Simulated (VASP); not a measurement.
A run of VASP 6.6.1 is set up as follows.

Contents of INCAR:

```
PREC     = Accurate       # precision mode
ENCUT    = 600            # plane-wave cutoff, eV
EDIFF    = 1E-7           # SCF threshold, eV
ISMEAR   = -1             # smearing method
SIGMA    = 0.05           # smearing width, eV
LREAL    = False          # projectors in reciprocal space
LASPH    = True           # aspherical terms in the spheres
NELM     = 60             # most SCF steps
ALGO     = Normal         # electronic algorithm
ISIF     = 3              # what is computed and relaxed
LWAVE    = False          # write WAVECAR
LCHARG   = False          # write CHGCAR
GGA      = RE             # functional
IBRION   = 2              # ionic algorithm
NSW      = 40             # ionic steps
EDIFFG   = -0.02          # ionic threshold
```

KPOINTS

```
Automatic mesh
0
Gamma
  13 13 13
```

POSCAR

```
C
1.0
    0.0000000000      1.7833700000      1.7833700000
    1.7833700000      0.0000000000      1.7833700000
    1.7833700000      1.7833700000      0.0000000000
C
2
Direct
    0.7500000000      0.7500000000      0.7500000000
    0.5000000000      0.5000000000      0.5000000000
```

Potentials or basis: VASP PAW PBE potentials, release 64 (C).

The run is started by

```bash
$ cat potpaw_PBE.64/C/POTCAR > POTCAR
$ mpirun -np 1 vasp_std > vasp.out
```

Q: Estimate the relaxed volume.

A: 5.75 Å³/atom.

Q: Estimate the band gap on the k mesh.

A: 4.10 eV, indirect (least direct gap 5.55 eV).

Q: What does it give for the space group after relaxing (to 0.05 Å)?

A: Fd-3m (No. 227).

Final structure:
```
C
1.0
     0.00000    1.79202    1.79202
     1.79202    0.00000    1.79202
     1.79202    1.79202    0.00000
C
2
Direct
  0.75000 0.75000 0.75000
  0.50000 0.50000 0.50000
```

Caveat: the PAW data sets were made with another functional, which shifts forces and pressure a little; an odd mesh through Γ misses points on the zone boundary, where band edges often lie.

The cell as given is a measured one (5.67 Å³/atom); revPBE puts the equilibrium volume +1.5 % from it, thermal expansion not counted.
